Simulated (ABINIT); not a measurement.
KI:

```xyz
2
Lattice="0.0000 3.5328 3.5328 3.5328 0.0000 3.5328 3.5328 3.5328 0.0000" Properties=species:S:1:pos:R:3 pbc="T T T"
I     3.5328    3.5328    3.5328
K     0.0000    0.0000    0.0000
```

Base run:

* Program: ABINIT 10.8.3 (patched build)
* Functional: PBE
* Potentials or basis: JTH PAW PBE v2.0
* Cutoff: 435 eV
* k mesh: 7 × 7 × 7
* Occupations: fermi-dirac, width 0.05 eV
* Spin: no spin polarisation

Its results: band gap on the k mesh 3.96 eV, direct; pressure 0.6 GPa.

Q: The run is repeated on the same cell with these changes: functional from PBE to PBEsol; potentials or basis from JTH PAW PBE v2.0 to PseudoDojo NC SR PBEsol v0.4.1 standard; cutoff from 435 eV to 1007 eV. What comes out?

A: Band gap on the k mesh 3.82 eV, direct; pressure -0.3 GPa.

Caveats: spin-orbit coupling is left out, which moves the levels of the heavy elements.

Not every run made on this cell is shown here.
